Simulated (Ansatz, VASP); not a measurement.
**Two plane-wave programs on C**

```
CELL_PARAMETERS angstrom
0.00000 1.78314 1.78314
1.78314 0.00000 1.78314
1.78314 1.78314 0.00000
ATOMIC_POSITIONS crystal
C 0.00000 0.00000 0.00000
C 0.25000 0.25000 0.25000
```

Alike in both runs: functional PBE; k mesh 10 × 10 × 10; occupations fermi-dirac, width 0.05 eV; no spin polarisation.

Ansatz relaxed the structure, and its values are those at the end. VASP's run is a single point on that final structure, the one shown.

|  | VASP | Ansatz |
| --- | --- | --- |
| version | VASP 6.6.1 | Ansatz 0.2.0 |
| potentials or method | VASP PAW PBE potentials, release 64 (C) | plane waves, PAW |
| plane-wave cutoff (eV) | 520 | 450 |
| valence electrons in the cell | 8 | 8 |

Ansatz gave:

```
pressure (GPa) : 2.0
```

**Question.** Which values does VASP return?

**Answer.** Pressure (GPa): 2.6.
